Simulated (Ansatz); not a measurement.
**Rutile RuO2**

The numbers are results of PBEsol-D3(BJ) (Ansatz, a program for electronic structure, PAW), not measurements.

Run with plane-wave cutoff 520 eV, 12×12×18 k mesh (along the axes of the cell as run), Fermi–Dirac smearing 0.05 eV, no spin polarisation, scalar-relativistic PAW data made under PBE.

Cell (relaxed at this level):

```xyz
6
Lattice="4.4474 0.0000 0.0000 0.0000 4.4474 0.0000 0.0000 0.0000 3.0855" Properties=species:S:1:pos:R:3 pbc="T T T"
Ru     0.0000     0.0000     0.0000
Ru     2.2237     2.2237     1.5428
O      1.3615     1.3615     0.0000
O      3.5852     0.8622     1.5428
O      0.8622     3.5852     1.5428
O      3.0859     3.0859     0.0000
```

For rutile RuO2, the bulk modulus B0 is 286 GPa, the band gap is zero (no gap) and the pressure derivative B′ of the bulk modulus is 4.6.

Measured, for comparison: bulk modulus 270 GPa (room temperature, no zero-point or thermal correction; as tabulated in LI and ZENG (2008), arXiv:0807.3251). Computed (rounded) less measured: bulk modulus +6 %. A static lattice is as a rule a little smaller and stiffer than an uncorrected measurement, which narrows the difference in the bulk modulus and would widen misses of the other sign.

Note: the bulk modulus comes from volumes at which shape and atoms were relaxed.

Spin–orbit coupling is not included.

Computing time: roughly 23 core-minutes.
